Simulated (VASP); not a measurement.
MoS2: relaxation of cell and atoms with PBE+D3(BJ)

The system is MoS2.

```xyz
6
Lattice="3.1488 0.0000 0.0000 -1.5744 2.7269 0.0000 0.0000 0.0000 12.0885" Properties=species:S:1:pos:R:3 pbc="T T T"
Mo    0.0000    1.8179    3.0221
Mo    1.5744    0.9090    9.0664
S     0.0000    1.8179    7.5012
S     1.5744    0.9090    1.4570
S     0.0000    1.8179   10.6315
S     1.5744    0.9090    4.5873
```

* Program: VASP 6.6.1
* Task: relaxation of cell and atoms
* Functional: PBE
* Dispersion: D3(BJ)
* Potentials or basis: VASP PAW PBE potentials, release 64 (Mo_sv, S)
* Cutoff: 600 eV
* k mesh: 12 × 12 × 3
* Occupations: gaussian, width 0.03 eV
* Spin: no spin polarisation
* Further INCAR settings: ALGO = Normal; EDIFF = 1e-07; IBRION = 2; EDIFFG = -0.005; NSW = 90; ISIF = 3

* Pressure after relaxing: 0.0 GPa
* Band gap on the k mesh: 0.80 eV, indirect (least direct gap 1.71 eV)
* Dispersion energy per atom: -0.438 eV

Final structure:
```
CELL_PARAMETERS angstrom
3.14878 0.00000 0.00000
-1.57439 2.72692 0.00000
0.00000 0.00000 12.08852
ATOMIC_POSITIONS crystal
Mo 0.33333 0.66667 0.25000
Mo 0.66667 0.33333 0.75000
S 0.33333 0.66667 0.62053
S 0.66667 0.33333 0.12053
S 0.33333 0.66667 0.87947
S 0.66667 0.33333 0.37947
```

Levels at points of the mesh, in eV from the valence-band top:
| k point | band 22 | band 23 | band 24 | band 25 | band 26 | band 27 | band 28 | band 29 | band 30 | band 31 |
| --- | --- | --- | --- | --- | --- | --- | --- | --- | --- | --- |
| (0.00, 0.00, 0.00) | -2.15 | -2.15 | -1.27 | -1.11 | 0.00 | 2.09 | 2.09 | 2.13 | 2.13 | 2.23 |
| (0.50, 0.00, 0.00) | -2.55 | -1.78 | -1.52 | -1.49 | -1.33 | 1.62 | 1.68 | 2.00 | 2.31 | 2.83 |

Wall time 3 min on 2 MPI ranks on AMD EPYC 7R43 64-Core Processor (Zen 3) (shared host), peak memory 0.29 GiB a rank.

Caveat: the relaxation stopped at its first step, so nothing moved; an odd mesh through Γ misses points on the zone boundary, where band edges often lie. PBE gaps usually lie below the measured ones, often by a third to a half.
